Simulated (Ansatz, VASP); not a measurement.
# Cross-check of ZnSe between VASP and Ansatz, part 3 of 3

Aim: how closely do two programs agree when they are given the same cell, functional and k mesh? The cell is a member of a volume series, scaled by 1.015 from a relaxed one, so a pressure remains.

VASP 6.6.1 and Ansatz 0.2.0.

So far: Starting point; Ansatz: zone-centre phonons, LDA, volume scaled by 1.015; VASP: zone-centre phonons, LDA, volume scaled by 1.015.

## (3) VASP: zone-centre phonons, LDA, volume scaled by 1.015 (continued)

Level of this step: LDA; plane waves and PAW (Zn, Se) (VASP).

Numbers of over 12 decimals in the logs are rounded to 6 here.

OUTCAR, selected parts (step 3):

```text
ion  position               nearest neighbor table
   1  0.000  0.000  0.000-   2 2.43   2 2.43   2 2.43   2 2.43
   2  0.250  0.250  0.250-   1 2.43   1 2.43   1 2.43   1 2.43

  LATTYP: Found a face centered cubic cell.
 ALAT       =     5.6023428018

 Subroutine GETGRP returns: Found 24 space group operations
 (whereof 24 operations were pure point group operations)

The static configuration has the point symmetry T_d .

 Found     47 irreducible k-points:

   k-points           NKPTS =     47   k-points in BZ     NKDIM =     47   number of bands    NBANDS=     15

   dimension x,y,z NGX =    28 NGY =   28 NGZ =   28
   dimension x,y,z NGXF=    56 NGYF=   56 NGZF=   56

   ENCUT  =  450.0 eV  33.07 Ry    5.75 a.u.   6.85  6.85  6.85*2*pi/ulx,y,z

   NELECT =      18.0000    total number of electrons

 k-points in reciprocal lattice and weights: Automatic mesh
   0.00000000  0.00000000  0.00000000       0.001
   0.10000000  0.00000000  0.00000000       0.008
   0.20000000  0.00000000  0.00000000       0.008
   0.30000000  0.00000000  0.00000000       0.008
   0.40000000  0.00000000  0.00000000       0.008
   0.50000000  0.00000000  0.00000000       0.004
   0.10000000  0.10000000  0.00000000       0.006
   0.20000000  0.10000000  0.00000000       0.024
   0.30000000  0.10000000  0.00000000       0.024
[...]
-0.30000000  0.40000000  0.20000000       0.024
  -0.30000000  0.50000000  0.20000000       0.012

 average (electrostatic) potential at core
       1 -37.9786       2 -61.9412

  Total       -0.2813985     -0.2813985     -0.2813985      0.0000000      0.0000000      0.0000000
  in kB      -10.2561235    -10.2561235    -10.2561235      0.0000000      0.0000000      0.0000000
  external PRESSURE =     -10.2561235 kB  Pullay stress =       0.0000000 kB

  energy-cutoff  :      450.00
  volume of cell :       43.96
      direct lattice vectors                 reciprocal lattice vectors
     0.000000000  2.801171401  2.801171401    -0.178496753  0.178496753  0.178496753
     2.801171401  0.000000000  2.801171401     0.178496753 -0.178496753  0.178496753
     2.801171401  2.801171401  0.000000000     0.178496753  0.178496753 -0.178496753

 POSITION                                       TOTAL-FORCE (eV/Angst)
 -----------------------------------------------------------------------------------
      0.00000      0.00000      0.00000         0.000000      0.000000      0.000000
      1.40059      1.40059      1.40059        -0.000000     -0.000000     -0.000000
 -----------------------------------------------------------------------------------
    total drift:                                0.000001      0.000001      0.000000

 MACROSCOPIC STATIC DIELECTRIC TENSOR (including local field effects in DFT)
 ------------------------------------------------------
           7.767352     0.000000     0.000000
           0.000000     7.767352     0.000000
           0.000000    -0.000000     7.767352
 ------------------------------------------------------

 PIEZOELECTRIC TENSOR (including local field effects)  for field in x, y, z        (C/m^2)
          XX          YY          ZZ          XY          YZ          ZX
  --------------------------------------------------------------------------------
  x     0.00000     0.00000    -0.00000     0.00000    -0.69699     0.00000
  y     0.00000     0.00000     0.00000     0.00000     0.00000    -0.69699
  z     0.00000    -0.00000     0.00000    -0.69699     0.00000     0.00000

 BORN EFFECTIVE CHARGES (including local field effects) (in |e|, cummulative output)
 ---------------------------------------------------------------------------------
 ion    1
    1     2.00783     0.00000     0.00000
    2     0.00000     2.00783     0.00000
    3    -0.00000    -0.00000     2.00783
 ion    2
    1    -2.00783     0.00000     0.00000
    2     0.00000    -2.00783     0.00000
    3     0.00000     0.00000    -2.00783

 Eigenvectors and eigenvalues of the dynamical matrix
 ----------------------------------------------------

   1 f  =    6.397789 THz    40.198496 2PiTHz  213.407283 cm-1    26.459119 meV
             X         Y         Z           dx          dy          dz
      0.000000  0.000000  0.000000     0.740429   -0.000000    0.000000
      1.400586  1.400586  1.400586    -0.672135    0.000000    0.000000

   2 f  =    6.397789 THz    40.198496 2PiTHz  213.407283 cm-1    26.459119 meV
             X         Y         Z           dx          dy          dz
      0.000000  0.000000  0.000000    -0.000000    0.740429   -0.000000
      1.400586  1.400586  1.400586     0.000000   -0.672135    0.000000

   3 f  =    6.397789 THz    40.198496 2PiTHz  213.407283 cm-1    26.459119 meV
             X         Y         Z           dx          dy          dz
      0.000000  0.000000  0.000000     0.000000    0.000000    0.740429
      1.400586  1.400586  1.400586     0.000000    0.000000   -0.672135

   4 f/i=    0.007910 THz     0.049700 2PiTHz    0.263849 cm-1     0.032713 meV
             X         Y         Z           dx          dy          dz
      0.000000  0.000000  0.000000    -0.003567    0.660022    0.126982
      1.400586  1.400586  1.400586    -0.003930    0.727084    0.139884

   5 f/i=    0.007910 THz     0.049700 2PiTHz    0.263849 cm-1     0.032713 meV
             X         Y         Z           dx          dy          dz
      0.000000  0.000000  0.000000    -0.671740    0.000797   -0.023016
      1.400586  1.400586  1.400586    -0.739994    0.000878   -0.025354

   6 f/i=    0.007910 THz     0.049700 2PiTHz    0.263849 cm-1     0.032713 meV
             X         Y         Z           dx          dy          dz
      0.000000  0.000000  0.000000     0.022752    0.127029   -0.659630
      1.400586  1.400586  1.400586     0.025063    0.139936   -0.726653

 MACROSCOPIC STATIC DIELECTRIC TENSOR IONIC CONTRIBUTION
 ------------------------------------------------------
           2.770828     0.000000    -0.000000
           0.000000     2.770828    -0.000000
          -0.000000    -0.000000     2.770828
 ------------------------------------------------------

 ELASTIC MODULI CONTR FROM IONIC RELAXATION (kBar)
 Direction    XX          YY          ZZ          XY          YZ          ZX
 --------------------------------------------------------------------------------
 XX          -0.0000      0.0000      0.0000      0.0000      0.0000      0.0000
 YY           0.0000     -0.0000      0.0000      0.0000      0.0000      0.0000
 ZZ           0.0000      0.0000     -0.0000      0.0000      0.0000      0.0000
 XY           0.0000      0.0000      0.0000   -190.5139      0.0000      0.0000
 YZ           0.0000      0.0000      0.0000      0.0000   -190.5139      0.0000
 ZX           0.0000      0.0000      0.0000      0.0000      0.0000   -190.5139
 --------------------------------------------------------------------------------

 PIEZOELECTRIC TENSOR IONIC CONTR  for field in x, y, z        (C/m^2)
          XX          YY          ZZ          XY          YZ          ZX
  --------------------------------------------------------------------------------
  x    -0.00000     0.00000     0.00000     0.00000     0.68366     0.00000
  y     0.00000    -0.00000     0.00000     0.00000     0.00000     0.68366
  z     0.00000     0.00000    -0.00000     0.68366    -0.00000    -0.00000
```

The dielectric response converges more slowly with the mesh than energies do, so tensor and charges may still move on a finer one.

## (4) Comparison

Known differences besides the potentials themselves: the two LDA forms differ slightly; the data sets hold 28 valence electrons in Ansatz (default PAW (the set named soft_2) files) and 18 in VASP; the cutoff is 420 eV in Ansatz and 450 eV in VASP; VASP's log shows a relativistic correction to its local exchange, Ansatz's none. Total energies have different zeros and are not compared.

Compared:

| quantity | Ansatz | VASP | difference |
| --- | --- | --- | --- |
| ε∞ xx | 7.58 | 7.77 | -2.44 % |
| ε∞ yy | 7.58 | 7.77 | -2.44 % |
| ε∞ zz | 7.58 | 7.77 | -2.44 % |
| Born charge of Zn1 (mean of the diagonal) (e) | 2.00 | 2.01 | -0.01 |
| Born charge of Se2 (mean of the diagonal) (e) | -2.00 | -2.01 | +0.01 |
| optical mode 1 to 3 (cm⁻¹) | 211.0 | 213.4 | -1.12 % |

Modes are paired by rising frequency and degeneracy, not by their patterns, so a pair may still set unlike modes beside each other.

## (5) Other set-ups

Further runs change the set-up of one program: Ansatz's method, potentials or start, or VASP's data sets, cutoff or form of LDA. The table gives Ansatz less VASP for each quantity, since a change that brings one quantity closer may part another.

| run | optical mode 1 to 3 (%) |
| --- | --- |
| as above | -1.1 |
| Ansatz's all-electron LAPW method | -1.1 |

## (6) Summary of results

```json
{
  "r.m.s. difference of the optical zone-centre modes, each program's sorted by frequency (zone-centre phonons, LDA, volume scaled by 1.015)": "2.4 cm⁻¹",
  "difference in ε∞ xx (zone-centre phonons, LDA, volume scaled by 1.015)": "-2.4 %"
}
```

What this shows: The r.m.s. difference of the optical zone-centre modes, each program's sorted by frequency is 2.4 cm⁻¹ (zone-centre phonons, LDA, volume scaled by 1.015). Among the rows given in per cent, the largest difference of the zone-centre phonons, LDA, volume scaled by 1.015 pair is in ε∞ xx, -2.4 %; the dielectric tensor converges slowly with the mesh, which Ansatz refines and VASP takes as typed. For zone-centre phonons, LDA, volume scaled by 1.015, no further run moves any of the tabulated differences by more than a quarter of its size. Such differences can come from data sets, numerical settings and the points named under the comparisons, not from the functional's error against experiment.

[Lines on the potential files, build, host, timing and source positions are cut from VASP's logs without a mark.]

[Logs are printed without paths, hosts, clocks, repeated set-up lines and the standing remarks that a program may print on its own settings, such as how far it seeks lower states.]

[Hosts, paths, dates, database ids (printed as entryN), source tags and the programs' standing remarks are cut or masked in the printed files.]
